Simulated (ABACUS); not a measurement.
Fe:

```
CELL_PARAMETERS angstrom
1.44300 1.44300 1.44300
-1.44300 1.44300 1.44300
-1.44300 -1.44300 1.44300
ATOMIC_POSITIONS crystal
Fe 0.00000 0.00000 0.00000
```

Base run:

| Item | Value |
| --- | --- |
| Program | ABACUS 3.10.1 |
| Functional | LDA-PW92 |
| Potentials or basis | PseudoDojo NC SR 0.4.1 LDA stringent |
| Cutoff | 1891 eV |
| Density cutoff | 7565 eV |
| Basis | plane waves |
| k mesh | 10 × 10 × 10 |
| Occupations | fermi-dirac, width 0.05 eV |
| Spin | collinear spin, ferromagnetic start |
| Starting moments | [3.0] μB |

Its results: band gap on the k mesh none (metal or under the smearing width); pressure -27.1 GPa; net moment 2.17 μB per cell.

The run is repeated on the same cell with these changes: functional from LDA-PW92 to rPW86PBE; potentials or basis from PseudoDojo NC SR 0.4.1 LDA stringent to PseudoDojo NC SR 0.5 PBE stringent; cutoff from 1891 eV to 1619 eV; density cutoff from 7565 eV to 6476 eV. What comes out?

Band gap on the k mesh none (metal or under the smearing width); pressure -2.7 GPa; net moment 2.28 μB per cell.

Caveats: so large a pressure means that the cell lies far from this level's equilibrium, or that cutoff or potentials fall short (some runs); the potentials were made for another functional, which shifts forces and pressure (some runs).

Not every run made on this cell is shown here.
